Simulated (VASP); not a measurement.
Crystal: NiO.

```xyz
2
Lattice="2.7831 0.0000 0.0000 -1.3915 2.4102 0.0000 0.0000 0.0000 2.7161" Properties=species:S:1:pos:R:3 pbc="T T T"
Ni    0.0000    0.0000    0.0000
O     1.3915    0.8034    1.3581
```

Measurements of this composition are mostly on another form, of space group No. 225.

Base run:

```yaml
Program: VASP 6.6.1
Functional: LDA
Potentials_or_basis: VASP PAW LDA potentials, release 64 (Ni, O)
Cutoff: 520 eV
k_mesh: 8 × 8 × 7
Occupations: gaussian, width 0.05 eV
Spin: collinear spin, zero start
Starting_moments: "[0.0, 0.0] μB"
Hubbard_terms: Ni d U = 7 eV
```

Its results: band gap on the k mesh none (metal or under the smearing width); pressure -30.5 GPa; net moment 0.00 μB per cell.

Question: The run is repeated on the same cell with these changes: hubbard terms from Ni d U = 7 eV to Ni d U = 4 eV; further incar settings from ALGO = Normal; EDIFF = 1e-06 to ALGO = Fast; EDIFF = 1e-07; NBANDS = 19. What comes out?

Answer: Band gap on the k mesh none (metal or under the smearing width); pressure -25.6 GPa; net moment 0.00 μB per cell.

Caveats: a pressure of tens of GPa on the cell as given is suspect, and the run, the potentials or the cell itself is likely at fault (some runs).
